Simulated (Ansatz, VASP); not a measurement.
**TiC: VASP beside Ansatz**

The input INCAR:

```
PREC = Accurate
ENCUT = 600
EDIFF = 1E-6
ISMEAR = -1
SIGMA = 0.05
LREAL = False
LASPH = True
NELM = 60
ALGO = Normal
ISIF = 3
LWAVE = False
LCHARG = False
GGA = RE
IBRION = 2
NSW = 40
EDIFFG = -0.02
```

Contents of KPOINTS:

```
regular mesh
0
Gamma
  10 10 10
```

File POSCAR:

```
TiC
1.0
    3.0420900000      0.0000000000      0.0000000000
   -1.5210400000      2.6345200000      0.0000000000
    0.0000000000      0.0000000000      2.6979700000
Ti C
1 1
Direct
    0.0000000000      0.0000000000      0.5000000000
    0.3333300000      0.6666700000      0.0000000000
```

The input input.yaml:

```yaml
crystal:
  lattice:
    - [3.04209, 0.0, 0.0]
    - [-1.52104, 2.63452, 0.0]
    - [0.0, 0.0, 2.69797]
  atoms:
    - { symbol: Ti, position: [0.0, 0.0, 0.5] }
    - { symbol: C, position: [0.33333, 0.66667, 0.0] }
hamiltonian:
  xc: revpbe
  pseudopotentials: { kind: paw }
kpoints:
  mp_grid: { grid: [10, 10, 10] }
scf:
  occupations: { method: fermi_dirac, width: 0.05 }
output:
  forces: true
  stress: true
  eigenvalues: true
relax:
  f_tol: 0.01
  max_steps: 40
  cell: { stress_tol: 0.05 }
```

The cell was built by a generator and needn't be a form met in nature.

Alike in both runs: task relaxation of cell and atoms; functional revPBE; k mesh 10 × 10 × 10; occupations fermi-dirac, width 0.05 eV; no spin polarisation.

|  | VASP | Ansatz |
| --- | --- | --- |
| version | VASP 6.6.1 | Ansatz 0.2.0 |
| potentials or method | VASP PAW PBE potentials, release 64 (Ti_sv, C) | Ansatz PAW |
| plane-wave cutoff (eV) | 600 | 420 |
| valence electrons in the cell | 16 | 16 |

VASP gave:

- gap on the k mesh at the Fermi level, each at its own relaxed structure (eV): none
- relaxed volume (Å³/atom): 10.97
- relaxed cell length with the largest relative difference (Å): 2.707
- energy change over the relaxation (meV/atom): -2

Question: Which values does Ansatz return?

Answer: gap on the k mesh at the Fermi level, each at its own relaxed structure (eV): none; relaxed volume (Å³/atom): 10.97; relaxed cell length with the largest relative difference (Å): 2.704; energy change over the relaxation (meV/atom): -2.

A gap of «none» marks a metal or a gap that the smearing closes.

Caveats: the PAW data sets were made with another functional, which shifts forces and pressure a little (VASP); the plane-wave basis is chosen anew once the cell has moved, so the energies of steps on either side of that aren't comparable (Ansatz); the PAW data sets come from PBE, with cores solved anew for the run's functional, which leaves a small shift of forces and pressure (Ansatz).
